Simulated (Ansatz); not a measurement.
The system is Ge.

```
Ge
1.0
     5.93000    0.00000    0.00000
     0.00000    5.93000    0.00000
     0.00000    0.00000    6.98000
Ge
12
Direct
  0.37500 0.16670 0.75000
  0.33330 0.87500 0.50000
  0.62500 0.83330 0.25000
  0.66670 0.12500 0.00000
  0.87500 0.33330 0.50000
  0.83330 0.62500 0.75000
  0.12500 0.66670 0.00000
  0.16670 0.37500 0.25000
  0.57500 0.42500 0.25000
  0.92500 0.92500 0.50000
  0.42500 0.57500 0.75000
  0.07500 0.07500 0.00000
```

This isn't the form of Ge at room conditions, which is diamond.

| Item | Value |
| --- | --- |
| Program | Ansatz 0.2.0 |
| Task | relaxation of cell and atoms |
| Functional | r2SCAN |
| Potentials or basis | Ansatz PAW |
| Cutoff | 500 eV (not typed: the program's choice for these potentials) |
| k mesh | 5 × 5 × 4 |
| Occupations | fermi-dirac, width 0.05 eV |
| Spin | no spin polarisation |

At the start: volume 20.45 Å³/atom.

Question: Where does the relaxation end?

Answer: It ends after 6 steps and the volume is 20.90 Å³/atom (+2.2 %); space group P4_32_12 (No. 96, to 0.05 Å).

The path:
| step | energy change (eV) | largest force (eV/Å) | volume (Å³) |
| --- | --- | --- | --- |
| 1 | 0.0000 | 0.9069 | 245.45 |
| 2 | -0.1687 | 0.1679 | 252.24 |
| 3 | -0.2006 | 0.0345 | 251.24 |
| 4 | -0.2025 | 0.0135 | 250.67 |
| 5 | -0.2026 | 0.0021 | 250.75 |
| 6 | -0.2046 | 0.0022 | 250.75 |

Final structure:
```
CELL_PARAMETERS angstrom
5.95139 0.00000 0.00000
0.00000 5.95139 0.00000
0.00000 0.00000 7.07961
ATOMIC_POSITIONS crystal
Ge 0.37273 0.16944 0.75548
Ge 0.33056 0.87273 0.50548
Ge 0.62727 0.83056 0.25548
Ge 0.66944 0.12727 0.00548
Ge 0.87273 0.33056 0.49452
Ge 0.83056 0.62727 0.74452
Ge 0.12727 0.66944 0.99452
Ge 0.16944 0.37273 0.24452
Ge 0.58425 0.41575 0.25000
Ge 0.91575 0.91575 0.50000
Ge 0.41575 0.58425 0.75000
Ge 0.08425 0.08425 0.00000
```

Caveat: the plane-wave basis is chosen anew once the cell has moved, so the energies of steps on either side of that aren't comparable; the PAW data sets come from PBE, with cores solved anew for the run's functional, which leaves a small shift of forces and pressure.
